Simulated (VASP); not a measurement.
Calculation: r2SCAN meta-GGA, VASP's PBE PAW potentials (set 64) (plane waves; VASP).

VASP ran on this input.

KPOINTS:
```
Automatic mesh
0
Gamma
6 6 6
0 0 0
```

### INCAR
```
SYSTEM = CsBr
PREC = Accurate
ENCUT = 520
EDIFF = 1E-7
NELM = 100
ALGO = Normal
LREAL = .FALSE.
LASPH = .TRUE.
ISMEAR = 0
SIGMA = 0.05
METAGGA = R2SCAN
LMIXTAU = .TRUE.
LMAXMIX = 4
LWAVE = .FALSE.
LCHARG = .FALSE.
ISIF = 2
```

**POSCAR**
```
CsBr
1
    4.3696421091     0.0000000000     0.0000000000
    0.0000000000     4.3696421091     0.0000000000
    0.0000000000     0.0000000000     4.3696421091
Cs Br
1 1
Direct
  0.0000000000   0.0000000000   0.0000000000
  0.5000000000   0.5000000000   0.5000000000
```

POTCAR, in this order: Cs_sv Br (PBE.64 set). Program: vasp_std.

Output of the run:

File OUTCAR:
```
 ion  position               nearest neighbor table
   1  0.000  0.000  0.000-
   2  0.500  0.500  0.500-
  LATTYP: Found a simple cubic cell.
 ALAT       =     4.3696421091
 Subroutine PRICEL returns:
 Original cell was already a primitive cell.
 Subroutine GETGRP returns: Found 48 space group operations
The static configuration has the point symmetry O_h .
The dynamic configuration has the point symmetry O_h .
 Subroutine INISYM returns: Found 48 space group operations
 Subroutine IBZKPT returns following result:
 Found     20 irreducible k-points:

 Following reciprocal coordinates:
            Coordinates               Weight
  0.000000  0.000000  0.000000      1.000000
  0.166667  0.000000  0.000000      6.000000
  0.333333  0.000000  0.000000      6.000000
  0.500000  0.000000  0.000000      3.000000
  0.166667  0.166667  0.000000     12.000000
  0.333333  0.166667  0.000000     24.000000
  0.500000  0.166667  0.000000     12.000000
  0.333333  0.333333  0.000000     12.000000
  0.500000  0.333333  0.000000     12.000000
  0.500000  0.500000  0.000000      3.000000
  0.166667  0.166667  0.166667      8.000000
  0.333333  0.166667  0.166667     24.000000
  0.500000  0.166667  0.166667     12.000000
  0.333333  0.333333  0.166667     24.000000
  0.500000  0.333333  0.166667     24.000000
  0.500000  0.500000  0.166667      6.000000
  0.333333  0.333333  0.333333      8.000000
  0.500000  0.333333  0.333333     12.000000
  0.500000  0.500000  0.333333      6.000000
  0.500000  0.500000  0.500000      1.000000
   k-points           NKPTS =     20   k-points in BZ     NKDIM =     20   number of bands    NBANDS=     12
   number of dos      NEDOS =    301   number of ions     NIONS =      2
   total plane-waves  NPLWV =  32768
   dimension x,y,z NGX =    32 NGY =   32 NGZ =   32
...
```

OSZICAR:
```
       N       E                     dE             d eps       ncg     rms          rms(c)
DAV:   1     0.621029608563E+02    0.62103E+02   -0.68829E+03   480   0.116E+03
DAV:   2    -0.376468892865E+02   -0.99750E+02   -0.93560E+02   708   0.188E+02
DAV:   3    -0.458449595924E+02   -0.81981E+01   -0.81709E+01   588   0.619E+01
DAV:   4    -0.459366820677E+02   -0.91722E-01   -0.91688E-01   560   0.756E+00
DAV:   5    -0.459375148637E+02   -0.83280E-03   -0.83270E-03   596   0.707E-01    0.173E+00
DAV:   6    -0.430095096347E+02    0.29280E+01   -0.61975E-01   532   0.639E+00    0.141E+00
DAV:   7    -0.416133933775E+02    0.13961E+01   -0.47446E-01   560   0.543E+00    0.587E-01
DAV:   8    -0.423340554045E+02   -0.72066E+00   -0.36198E-01   492   0.598E+00    0.435E-01
DAV:   9    -0.424334361951E+02   -0.99381E-01   -0.17543E-01   488   0.479E+00    0.283E-01
DAV:  10    -0.423370581754E+02    0.96378E-01   -0.17823E-01   488   0.468E+00    0.912E-02
DAV:  11    -0.423116260375E+02    0.25432E-01   -0.26442E-02   504   0.195E+00    0.688E-02
DAV:  12    -0.423190868239E+02   -0.74608E-02   -0.10103E-02   480   0.120E+00    0.583E-02
DAV:  13    -0.423186418562E+02    0.44497E-03   -0.24903E-04   600   0.154E-01    0.377E-02
DAV:  14    -0.423224361968E+02   -0.37943E-02   -0.17949E-03   480   0.526E-01    0.737E-03
DAV:  15    -0.423224912753E+02   -0.55079E-04   -0.56215E-05   560   0.991E-02    0.644E-03
DAV:  16    -0.423224930257E+02   -0.17504E-05   -0.65867E-07   560   0.790E-03    0.606E-03
DAV:  17    -0.423224794543E+02    0.13571E-04   -0.90917E-07   516   0.140E-02    0.634E-03
DAV:  18    -0.423224975165E+02   -0.18062E-04   -0.18236E-06   504   0.185E-02    0.976E-03
DAV:  19    -0.423225231402E+02   -0.25624E-04   -0.22714E-05   488   0.468E-02    0.283E-02
DAV:  20    -0.423225311414E+02   -0.80013E-05   -0.89672E-06   488   0.401E-02    0.227E-02
DAV:  21    -0.423225320113E+02   -0.86984E-06   -0.71147E-06   496   0.240E-02    0.137E-02
DAV:  22    -0.423225320180E+02   -0.67655E-08   -0.44546E-07   508   0.777E-03
   1 F= -.42322532E+02 E0= -.42322532E+02  d E =-.113392E-13
```

### OUTCAR
```
------------------------ aborting loop because EDIFF is reached ----------------------------------------
  FORCE on cell =-STRESS in cart. coord.  units (eV):
  Direction    XX          YY          ZZ          XY          YZ          ZX
  --------------------------------------------------------------------------------------
  Total       -0.2224925     -0.2224925     -0.2224925      0.0000000      0.0000000      0.0000000
  in kB       -4.2725619     -4.2725619     -4.2725619      0.0000000      0.0000000      0.0000000
  external PRESSURE =      -4.2725619 kB  Pullay stress =       0.0000000 kB
  volume of cell :       83.43
      direct lattice vectors                 reciprocal lattice vectors
     4.369642109  0.000000000  0.000000000     0.228851694  0.000000000  0.000000000
     0.000000000  4.369642109  0.000000000     0.000000000  0.228851694  0.000000000
     0.000000000  0.000000000  4.369642109     0.000000000  0.000000000  0.228851694
 POSITION                                       TOTAL-FORCE (eV/Angst)
 -----------------------------------------------------------------------------------
      0.00000      0.00000      0.00000         0.000000      0.000000      0.000000
      2.18482      2.18482      2.18482         0.000000      0.000000      0.000000
 -----------------------------------------------------------------------------------
    total drift:                               -0.000000      0.000000     -0.000000
  FREE ENERGIE OF THE ION-ELECTRON SYSTEM (eV)
  ---------------------------------------------------
  free  energy   TOTEN  =       -42.3225320180 eV

  energy  without entropy=      -42.3225320180  energy(sigma->0) =      -42.32253202
```
(Selected blocks of OUTCAR.)

The compound is CsBr in the CsCl type structure. This cell is one point of a volume scan, at 1.03 of the reference volume.
